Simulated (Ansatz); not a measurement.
Born–Oppenheimer molecular dynamics of a periodic cell of 16 atoms, Se (start crystal Se, start structure R-3m, volume 1.05 times the crystal's). It starts from a structure without forces on its atoms.

Computed with DFT PBE, scalar-relativistic, plane waves, PAW (Ansatz 0.2.0). Settings: cutoff 420 eV, k mesh 3x3x3, fermi-dirac smearing 0.16 eV, no spin polarisation.

```json
{
 "ensemble": "NVT, Langevin thermostat",
 "time step": "4.5 fs",
 "steps asked": "300",
 "set temperature": "300 K",
 "friction": "0.02 /fs",
 "temperature schedule": "300 steps to 1800 K",
 "seed": "467670"
}
```

First frame:

```xyz
16
Lattice="-3.9131 -2.2592 3.5845 3.9131 -2.2592 3.5845 0.0000 4.5185 3.5845" Properties=species:S:1:pos:R:3
Se 0.000 0.000 0.000
Se -1.957 -1.130 1.792
Se 1.957 -1.130 1.792
Se 0.000 2.259 1.792
Se 0.000 0.000 2.688
Se 0.000 -2.259 3.584
Se -1.957 1.130 3.584
Se -1.957 -1.130 4.481
Se 1.957 1.130 3.584
Se 1.957 -1.130 4.481
Se 0.000 2.259 4.481
Se 0.000 0.000 5.377
Se 0.000 -2.259 6.273
Se -1.957 1.130 6.273
Se 1.957 1.130 6.273
Se 0.000 0.000 8.065
```

(1) What does the run give?

(2) What happens to the structure?

(3) How do temperature and energy run in time?

## Answers

(1) All steps were run.

```json
{
  "steps done": "300",
  "time covered": "1350 fs",
  "mean temperature over the second half": "1404 K",
  "spread of the potential energy over the second half": "50.9 meV per atom",
  "mean potential energy of the second half above the start": "187.0 meV per atom"
}
```

The schedule's set-point averaged 1425 K over the second half and the system 1404 K. A run of 1.4 ps of so small a system gives no equilibrium averages. Limits of this set-up: coarse k mesh.

(2) Mean squared displacements from the first frame to the last, about the centre of mass: Se 0.04 Å². The details hang on the random start.

(3) 
| time (fs) | T (K) | potential energy less start (eV) |
| --- | --- | --- |
| 0.0 | 281 | 0.000 |
| 112.5 | 267 | 0.785 |
| 225.0 | 558 | 0.765 |
| 337.5 | 615 | 1.390 |
| 450.0 | 813 | 1.587 |
| 562.5 | 977 | 1.754 |
| 675.0 | 908 | 2.337 |
| 787.5 | 809 | 2.381 |
| 900.0 | 1275 | 2.315 |
| 1012.5 | 1574 | 3.305 |
| 1125.0 | 1707 | 3.398 |
| 1237.5 | 1838 | 3.470 |
| 1350.0 | 1760 | 2.943 |

Run time: 59 min on 4 threads of Arm Neoverse V2, with other jobs on the host, peak memory 1.3 GiB.
